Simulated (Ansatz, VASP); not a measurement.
# CoO in VASP and in Ansatz

Contents of INCAR:

```
SYSTEM = CoO
  PREC = Accurate
  ENCUT = 520
  EDIFF = 1E-6
  ISMEAR = -1
  SIGMA = 0.08
  LREAL = .False.
  LASPH = .True.
  NELM = 150
  ALGO = Normal
  ISIF = 2
  LWAVE = .False.
  LCHARG = .True.
  ISPIN = 2
  MAGMOM = 2 0
  LORBIT = 11
  LMAXMIX = 4
  GGA = PE
  LELF = .True.
  LVHAR = .True.
  NBANDS = 18
```

The input KPOINTS:

```
Automatic mesh
0
Gamma
  13 13 13
  0 0 0
```

Contents of POSCAR:

```
CoO
1.0
    0.0000000000      2.1378424854      2.1378424854
    2.1378424854      0.0000000000      2.1378424854
    2.1378424854      2.1378424854      0.0000000000
Co O
1 1
Direct
    0.0000000000      0.0000000000      0.0000000000
    0.5000000000      0.5000000000      0.5000000000
```

Input for Ansatz:

```yaml
crystal:
  lattice:
    - [0.0, 2.1378424854, 2.1378424854]
    - [2.1378424854, 0.0, 2.1378424854]
    - [2.1378424854, 2.1378424854, 0.0]
  atoms:
    - { symbol: Co, position: [0.0, 0.0, 0.0], spin: 2.0 }
    - { symbol: O, position: [0.5, 0.5, 0.5] }
magnetization:
  spin_polarized: true
kpoints:
  mp_grid: { grid: [13, 13, 13] }
scf:
  occupations: { method: fermi_dirac, width: 0.08 }
hamiltonian:
  xc: pbe
  pseudopotentials: { kind: all_electron, lapw: { basis_error: 0.00025 } }
output:
  forces: true
  stress: true
  eigenvalues: true
```

Change from the starting cell: volume scaled by 1.02.

Alike in both runs: task single point; functional PBE; k mesh 13 × 13 × 13; occupations fermi-dirac, width 0.08 eV; collinear spin.

|  | VASP | Ansatz |
| --- | --- | --- |
| version | VASP 6.6.1 | Ansatz 0.2.0 |
| potentials or method | VASP PAW PBE potentials, release 64 (Co, O) | all-electron LAPW, scalar-relativistic |
| plane-wave cutoff (eV) | 520 | see its input |

VASP gave:

```
pressure (GPa)                                                : -3.7
net moment per atom (μB)                                      : 1.45
size of the moment on the site where the two differ most (μB) : 2.55
```

Task: Estimate Ansatz's values.

Result: Pressure (GPa): -3.3; net moment per atom (μB): 1.46; size of the moment on the site where the two differ most (μB): 2.58.

Site moments also hang on the region over which each program counts them. Ansatz ran all-electron here, so the differences hold the error of VASP's frozen core and of both bases.

Caveats: a cell with one magnetic atom can't hold antiferromagnetic order, which such compounds often take; semilocal functionals often make such compounds metallic where correlation or magnetic order opens a gap, which also shifts bond lengths.
